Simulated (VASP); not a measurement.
# NaI (Fm-3m) in VASP: a series of runs, part 2 of 2

VASP 6.6.1.

## Step 5: Relaxation of cell and atoms, LDA

This run uses another cell than the first one, of 30.68 Å³/atom, 0.905 times its volume.

INCAR reads:

```
PREC = Accurate
ENCUT = 600
EDIFF = 1E-7
ISMEAR = 0
SIGMA = 0.03
LREAL = False
LASPH = True
NELM = 80
ALGO = Normal
ISIF = 3
LWAVE = False
LCHARG = False
IBRION = 2
NSW = 90
EDIFFG = -0.005
```

KPOINTS reads:

```
Automatic mesh
0
Gamma
  8 8 8
```

POSCAR reads:

```
NaI                                     
1.0
    0.0000000000      3.1306641862      3.1306641862
    3.1306641862      0.0000000000      3.1306641862
    3.1306641862      3.1306641862      0.0000000000
  Na              I             
     1     1
Direct
     0.0000000000000000    0.0000000000000000    1.0000000000000000
     0.5000000000000000    0.5000000000000000    0.5000000000000000
```

Potentials or basis: VASP PAW LDA potentials, release 64 (Na_pv, I).

Run with:

```sh
> cat potpaw_LDA.64/Na_pv/POTCAR potpaw_LDA.64/I/POTCAR > POTCAR
> mpirun -np 1 vasp_std > vasp.out
```

OUTCAR:

```text
PREC = Accurate
   ENCUT = 600
   EDIFF = 1E-7
   ISMEAR = 0
   LREAL = False
   LASPH = True
   NELM = 80
   ISIF = 3
   IBRION = 2
   NSW = 90
   EDIFFG = -0.005

 ion  position               nearest neighbor table
   1  0.000  0.000  0.000-   2 3.13   2 3.13   2 3.13   2 3.13   2 3.13   2 3.13
   2  0.500  0.500  0.500-   1 3.13   1 3.13   1 3.13   1 3.13   1 3.13   1 3.13

  LATTYP: Found a face centered cubic cell.
 ALAT       =     6.2613283724

  Lattice vectors:

[... 526 lines left out ...]

  FORCE on cell =-STRESS in cart. coord.  units (eV):
  Direction    XX          YY          ZZ          XY          YZ          ZX
  --------------------------------------------------------------------------------------
  -------------------------------------------------------------------------------------
  Total        0.0052675      0.0052675      0.0052675      0.0000000      0.0000000      0.0000000
  in kB        0.1375220      0.1375220      0.1375220      0.0000000      0.0000000      0.0000000
  external PRESSURE =       0.1375220 kB  Pullay stress =       0.0000000 kB

 VOLUME and BASIS-vectors are now :
 -----------------------------------------------------------------------------
  energy-cutoff  :      600.00
  volume of cell :       61.37
      direct lattice vectors                 reciprocal lattice vectors
     0.000000000  3.130664186  3.130664186    -0.159710518  0.159710518  0.159710518
     3.130664186  0.000000000  3.130664186     0.159710518 -0.159710518  0.159710518
     3.130664186  3.130664186  0.000000000     0.159710518  0.159710518 -0.159710518

 POSITION                                       TOTAL-FORCE (eV/Angst)
 -----------------------------------------------------------------------------------
      0.00000      0.00000      0.00000        -0.000000     -0.000000      0.000000
      3.13066      3.13066      3.13066         0.000000      0.000000      0.000000
 -----------------------------------------------------------------------------------
    total drift:                                0.000000      0.000000      0.000000

  FREE ENERGIE OF THE ION-ELECTRON SYSTEM (eV)
  ---------------------------------------------------
  free  energy   TOTEN  =        -6.0171298955 eV

  energy  without entropy=       -6.0171298955  energy(sigma->0) =       -6.01712990

 reached required accuracy - stopping structural energy minimisation
```

CONTCAR:

```text
NaI
   1.00000000000000
     0.0000000000000000    3.1306641862000002    3.1306641862000002
     3.1306641862000002    0.0000000000000000    3.1306641862000002
     3.1306641862000002    3.1306641862000002    0.0000000000000000
  Na              I
     1     1
Direct
     0.0000000000000000    0.0000000000000000    0.0000000000000000
     0.5000000000000000    0.5000000000000000    0.5000000000000000

  0.00000000E+00  0.00000000E+00  0.00000000E+00
  0.00000000E+00  0.00000000E+00  0.00000000E+00
```

Wall time 17 s (1 thread of AMD EPYC 7R13 (Zen 3), shared host); peak memory 0.15 GiB.

What came out:

* Free energy: -6.0171 eV
* Pressure after relaxing: 0.0 GPa
* Band gap on the k mesh: 3.63 eV, direct

Final structure:
```
Na I
1.0
     0.00000    3.13066    3.13066
     3.13066    0.00000    3.13066
     3.13066    3.13066    0.00000
Na I
1 1
Direct
  0.00000 0.00000 0.00000
  0.50000 0.50000 0.50000
```

Levels at points of the mesh, in eV from the valence-band top:
| k point | band 4 | band 5 | band 6 | band 7 | band 8 | band 9 | band 10 | band 11 |
| --- | --- | --- | --- | --- | --- | --- | --- | --- |
| (0.00, 0.00, 0.00) | -11.37 | 0.00 | 0.00 | 0.00 | 3.63 | 7.79 | 7.79 | 7.79 |
| (0.50, 0.00, 0.00) | -10.94 | -2.63 | -0.36 | -0.36 | 4.89 | 7.36 | 7.36 | 9.21 |
| (0.50, 0.50, 0.00) | -10.84 | -2.30 | -0.91 | -0.91 | 4.33 | 5.18 | 10.28 | 11.64 |

Caveat: the relaxation stopped at its first step, so nothing moved; spin-orbit coupling is left out, which moves the levels of the heavy elements. Expect the measured gap to be larger: semilocal functionals such as LDA lack the derivative discontinuity.

## Step 6: Relaxation of cell and atoms, PBE+D3(BJ)

INCAR reads:

```
ALGO = Normal ; EDIFF = 1E-6
EDIFFG = -0.01 ; ENCUT = 600
GGA = PE ; IBRION = 2
ISIF = 3 ; ISMEAR = 0
IVDW = 12 ; LASPH = True
LCHARG = False ; LREAL = False
LWAVE = False ; NELM = 80
NSW = 90 ; PREC = Accurate
SIGMA = 0.03
```

KPOINTS reads:

```
k-points
0
Gamma
  8 8 8
```

POSCAR reads:

```
NaI
1.0
    0.0000000000      3.2364000000      3.2364000000
    3.2364000000      0.0000000000      3.2364000000
    3.2364000000      3.2364000000      0.0000000000
Na I
1 1
Direct
    0.0000000000      0.0000000000      0.0000000000
    0.5000000000      0.5000000000      0.5000000000
```

Potentials or basis: VASP PAW PBE potentials, release 64 (Na_pv, I).

Run with:

```sh
> cat potpaw_PBE.64/Na_pv/POTCAR potpaw_PBE.64/I/POTCAR > POTCAR
> mpirun -np 1 vasp_std > vasp.out
```

Wall time 45 s (1 thread of AMD EPYC 9R14 (Zen 4), shared host); peak memory 0.23 GiB.

The run converged. Its results:

```
Free energy                            : -5.9004 eV
Relaxed volume                         : 32.21 Å³/atom
Relaxed cell                           : a = 4.500 Å, b = 4.500 Å, c = 4.500 Å, α = 60.00°, β = 60.00°, γ = 60.00°
Space group after relaxing (to 0.05 Å) : Fm-3m (No. 225)
Energy gained by relaxing              : 5.0 meV/atom
Ionic steps                            : 3
Pressure after relaxing                : 0.0 GPa
Band gap on the k mesh                 : 3.79 eV, direct
Dispersion energy per atom             : -0.267 eV
```

The path:
| step | energy change (eV) | largest force (eV/Å) | pressure (GPa) | volume (Å³) |
| --- | --- | --- | --- | --- |
| 1 | 0.0000 | 0.0000 | -0.86 | 67.80 |
| 2 | -0.0075 | 0.0000 | -0.47 | 66.02 |
| 3 | -0.0099 | 0.0000 | 0.03 | 64.42 |

Final structure:
```yaml
crystal:
  lattice:
    - [0.00000, 3.18172, 3.18172]
    - [3.18172, 0.00000, 3.18172]
    - [3.18172, 3.18172, 0.00000]
  atoms:
    - { symbol: Na, position: [0.00000, 0.00000, 0.00000] }
    - { symbol: I, position: [0.50000, 0.50000, 0.50000] }
```

Levels at points of the mesh, in eV from the valence-band top:
```tsv
k point	band 4	band 5	band 6	band 7	band 8	band 9	band 10	band 11
(0.00, 0.00, 0.00)	-11.16	0.00	0.00	0.00	3.79	7.93	7.93	7.93
(0.50, 0.00, 0.00)	-10.79	-2.37	-0.31	-0.31	5.11	7.49	7.49	9.12
(0.50, 0.50, 0.00)	-10.70	-2.07	-0.81	-0.81	4.53	5.46	10.20	11.62
```

Caveat: spin-orbit coupling is left out, which moves the levels of the heavy elements. As with any semilocal functional, this PBE gap is likely too small.

## Step 7: The runs side by side

```csv
level,potentials or basis,k mesh,cutoff (eV),mesh quality,gap on the mesh (eV),pressure (GPa),relaxed volume (Å³/atom)
PBE,"VASP PAW PBE potentials, release 64 (Na, I)",4 × 4 × 4,300,coarse,3.59,0.0,34.49
PBE,"VASP PAW PBE potentials, release 64 (Na, I)",4 × 4 × 4,300,not flagged,3.59,0.0,-
LDA,"VASP PAW LDA potentials, release 64 (Na_pv, I)",8 × 8 × 8,600,not flagged,3.63,0.0,-
PBE+D3(BJ),"VASP PAW PBE potentials, release 64 (Na_pv, I)",8 × 8 × 8,600,not flagged,3.79,0.0,32.21
```

Alike in all rows: task relaxation of cell and atoms; no spin polarisation; cell relaxed; smearing gaussian 0.03 eV.

Caveats: some runs use coarse meshes; spin-orbit coupling is left out, which moves the levels of the heavy elements; the relaxation stopped at its first step, so nothing moved (some runs).

Total energies depend on the potentials used, so only differences within one code and one set of settings carry meaning.
